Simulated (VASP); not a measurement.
# AlN: NMR shieldings

Aim: NMR shielding tensors and field gradients of AlN. The cell is of the wurtzite type, one of the forms listed for this formula, which need not be the common one. The start is a cell from a database of measured crystal structures.

Program: VASP 6.6.1. Level of theory: PBE; plane waves and PAW (Al, N), in the first sound run; inputs show where later runs differ. Results are calculated unless marked as measured.

The database entry behind the starting cell differs from later determinations by our own check (inner coordinate u about 0.002 short), so it need not match the best structure at ambient conditions.

## 1. Set-up

Symmetry: P6_3mc, No. 186, hexagonal system. Conventional cell: a = 3.113 Å, b = 3.113 Å, c = 4.981 Å, α = 90.00°, β = 90.00°, γ = 120.00°. Al has 4 N at 1.89 Å nearest. N has 4 Al at 1.89 Å nearest. Farther neighbours and most contacts between anions are not listed.

## 2. Ground state

The next steps need an insulator, so the gap is checked first.

INCAR reads:

```
SYSTEM = AlN
PREC = Accurate
ENCUT = 520
EDIFF = 1E-07
NELM = 100
ISMEAR = 0
SIGMA = 0.01
LREAL = .FALSE.
ALGO = Normal
GGA = PE
NBANDS = 14
LORBIT = 11
LWAVE = .FALSE.
LCHARG = .FALSE.
KPAR = 2
```

POSCAR reads:

```
AlN
1.0
    3.1130000000      0.0000000000      0.0000000000
   -1.5565000000      2.6959370820      0.0000000000
    0.0000000000      0.0000000000      4.9810000000
Al N
2 2
Direct
    0.6666666667      0.3333333333      0.5000000000
    0.3333333333      0.6666666667      0.0000000000
    0.6666666667      0.3333333333      0.8800000000
    0.3333333333      0.6666666667      0.3800000000
```

KPOINTS reads:

```
Automatic mesh
0
Gamma
8 8 5
0 0 0
```

Potentials, in the order of the species: Al and N (PBE family, release 64).

Run with:

```console
> mpirun -np 2 vasp_std
```

What it wrote:

```text
[banner, memory and clock lines left out]
running    2 mpi-ranks, on    1 nodes
 distrk:  each k-point on    1 cores,    2 groups
 distr:  one band on    1 cores,    1 groups

 POSCAR found type information on POSCAR AlN
 POSCAR found :  2 types and       4 ions
 LDA part: xc-table for (Slater+PW92), standard interpolation
 POSCAR, INCAR and KPOINTS ok, starting setup
 FFT: planning ... GRIDC
 FFT: planning ... GRID_SOFT
 FFT: planning ... GRID
 WAVECAR not read
 entering main loop
       N       E                     dE             d eps       ncg     rms          rms(c)
DAV:   1     0.442635720370E+02    0.44264E+02   -0.74633E+03   840   0.102E+03
DAV:   2    -0.308716119220E+02   -0.75135E+02   -0.69870E+02  1144   0.207E+02
DAV:   3    -0.344929021292E+02   -0.36213E+01   -0.36108E+01  1116   0.476E+01
DAV:   4    -0.345178364607E+02   -0.24934E-01   -0.24932E-01   960   0.453E+00
DAV:   5    -0.345181712830E+02   -0.33482E-03   -0.33481E-03  1122   0.530E-01    0.122E+01
DAV:   6    -0.297536163385E+02    0.47646E+01   -0.13200E+01  1038   0.271E+01    0.423E+00
DAV:   7    -0.297830254406E+02   -0.29409E-01   -0.78198E-01   990   0.627E+00    0.294E+00
DAV:   8    -0.297764918999E+02    0.65335E-02   -0.75963E-02   966   0.263E+00    0.538E-01
DAV:   9    -0.297706365987E+02    0.58553E-02   -0.19805E-02  1134   0.102E+00    0.246E-01
DAV:  10    -0.297713051653E+02   -0.66857E-03   -0.28142E-03   978   0.356E-01    0.142E-01
DAV:  11    -0.297712020372E+02    0.10313E-03   -0.26678E-04  1032   0.126E-01    0.346E-02
DAV:  12    -0.297712046478E+02   -0.26106E-05   -0.12926E-05  1080   0.324E-02    0.956E-03
DAV:  13    -0.297712044663E+02    0.18152E-06   -0.59706E-06  1068   0.185E-02    0.610E-03
DAV:  14    -0.297712044258E+02    0.40499E-07   -0.49489E-07  1056   0.624E-03
   1 F= -.29771204E+02 E0= -.29771204E+02  d E =-.769564E-16
```

Wall time 7.8 s (2 MPI ranks of Intel Xeon Platinum 8375C at 2.90GHz (Ice Lake), shared host); peak memory 0.29 GiB; 14 s of CPU time.

Lines that name or quote the potential files are left out of all logs, and their timing lines are given in words.

Parts of OUTCAR (step 2):

```text
ion  position               nearest neighbor table
   1  0.667  0.333  0.500-   3 1.89   4 1.89   4 1.89   4 1.89   2 3.07   2 3.07   2 3.07   2 3.07
                             2 3.07   2 3.07
   2  0.333  0.667  0.000-   4 1.89   3 1.89   3 1.89   3 1.89   1 3.07   1 3.07   1 3.07   1 3.07
                             1 3.07   1 3.07
   3  0.667  0.333  0.880-   1 1.89   2 1.89   2 1.89   2 1.89
   4  0.333  0.667  0.380-   2 1.89   1 1.89   1 1.89   1 1.89

  LATTYP: Found a hexagonal cell.
 ALAT       =     3.1130000000
 C/A-ratio  =     1.6000642467

 Subroutine GETGRP returns: Found 12 space group operations
 (whereof  6 operations were pure point group operations)

The static configuration has the point symmetry C_3v.
 The point group associated with its full space group is C_6v.

 Found     30 irreducible k-points:

   k-points           NKPTS =     30   k-points in BZ     NKDIM =     30   number of bands    NBANDS=     14

   dimension x,y,z NGX =    24 NGY =   24 NGZ =   40
   dimension x,y,z NGXF=    48 NGYF=   48 NGZF=   80

   ENCUT  =  520.0 eV  38.22 Ry    6.18 a.u.   5.79  5.79  9.26*2*pi/ulx,y,z

   NELECT =      16.0000    total number of electrons

 k-points in reciprocal lattice and weights: Automatic mesh
   0.00000000  0.00000000  0.00000000       0.003
   0.12500000  0.00000000  0.00000000       0.019
   0.25000000  0.00000000  0.00000000       0.019
   0.37500000  0.00000000  0.00000000       0.019
   0.50000000  0.00000000  0.00000000       0.009
   0.12500000  0.12500000  0.00000000       0.019
   0.25000000  0.12500000  0.00000000       0.038
   0.37500000  0.12500000  0.00000000       0.038
   0.25000000  0.25000000  0.00000000       0.019
[...]
0.25000000  0.25000000  0.40000000       0.038
   0.37500000  0.25000000  0.40000000       0.038

 average (electrostatic) potential at core
       1 -71.6760       2 -71.6760       3 -59.9412       4 -59.9412

 E-fermi :   6.1728

 k-point     1 :       0.0000    0.0000    0.0000
  band No.  band energies     occupation
    ...
      4       5.2900      2.00000
      5       5.2900      2.00000
      6       5.9421      2.00000
      7       5.9421      2.00000
      8       6.1217      2.00000
      9      10.3451      0.00000
     10      12.7858      0.00000
     11      16.7365      0.00000
     12      17.2868      0.00000
     13      17.2868      0.00000
    ...

 k-point     2 :       0.1250    0.0000    0.0000
  band No.  band energies     occupation
    ...
      4       4.4203      2.00000
      5       5.0470      2.00000
      6       5.1175      2.00000
      7       5.9043      2.00000
      8       6.0314      2.00000
      9      11.1786      0.00000
     10      13.5198      0.00000
     11      15.9105      0.00000
     12      16.2181      0.00000
     13      17.8481      0.00000
    ...

 k-point     3 :       0.2500    0.0000    0.0000
  band No.  band energies     occupation
    ...
      4       2.6980      2.00000
      5       3.6913      2.00000
      6       4.5820      2.00000
      7       5.6855      2.00000
      8       5.7397      2.00000
      9      12.3318      0.00000
     10      13.7430      0.00000
     11      14.2156      0.00000
     12      16.1686      0.00000
     13      17.7509      0.00000
    ...

  Total        0.7580980      0.7580980      1.1897352      0.0000000      0.0000000      0.0000000
  in kB       29.0556451     29.0556451     45.5990178      0.0000000      0.0000000      0.0000000
  external PRESSURE =      34.5701026 kB  Pullay stress =       0.0000000 kB

  energy-cutoff  :      520.00
  volume of cell :       41.80
      direct lattice vectors                 reciprocal lattice vectors
     3.113000000  0.000000000  0.000000000     0.321233537  0.185464269  0.000000000
    -1.556500000  2.695937082  0.000000000     0.000000000  0.370928538  0.000000000
     0.000000000  0.000000000  4.981000000     0.000000000  0.000000000  0.200762899

 POSITION                                       TOTAL-FORCE (eV/Angst)
 -----------------------------------------------------------------------------------
      1.55650      0.89865      2.49050         0.000000      0.000000     -0.128901
     -0.00000      1.79729      0.00000        -0.000000     -0.000000     -0.128901
      1.55650      0.89865      4.38328         0.000000      0.000000      0.128901
     -0.00000      1.79729      1.89278        -0.000000      0.000000      0.128901
 -----------------------------------------------------------------------------------
    total drift:                               -0.000000     -0.000000      0.000382

  FREE ENERGIE OF THE ION-ELECTRON SYSTEM (eV)
  ---------------------------------------------------
  free  energy   TOTEN  =       -29.7712044258 eV

  energy  without entropy=      -29.7712044258  energy(sigma->0) =      -29.77120443

 total charge
# of ion       s       p       d       tot
------------------------------------------
    1        0.369   0.440   0.000   0.809
    2        0.369   0.440   0.000   0.809
    3        1.223   2.641   0.000   3.863
    4        1.223   2.641   0.000   3.863
--------------------------------------------------
tot          3.183   6.162   0.000   9.344

[... 3 further parts left out ...]
```

The gap is read on the k-mesh alone, so it is an upper bound where the band edges lie off the mesh.

This step gave:

- free energy (TOTEN): -29.77 eV
- Fermi energy: 6.173 eV
- pressure: 3.457 GPa
- gap on the k-mesh: 4.223 eV
- least direct gap on the k-mesh: 4.223 eV

The cell has a gap of 4.22 eV on this mesh and a pressure of +3.5 GPa, which holds the misfit of the given cell and coordinates with this functional, and any error of cutoff, mesh and data sets. Forces of up to 0.13 eV/Å remain in these settings.

(Continued in part 2 of 4.)

[Lines on the potential files, build, host, timing and source positions are cut from VASP's logs without a mark.]

[Logs are printed without paths, hosts, clocks, repeated set-up lines and the standing remarks that a program may print on its own settings, such as how far it seeks lower states.]

[Hosts, paths, dates, database ids (printed as entryN), source tags and the programs' standing remarks are cut or masked in the printed files.]
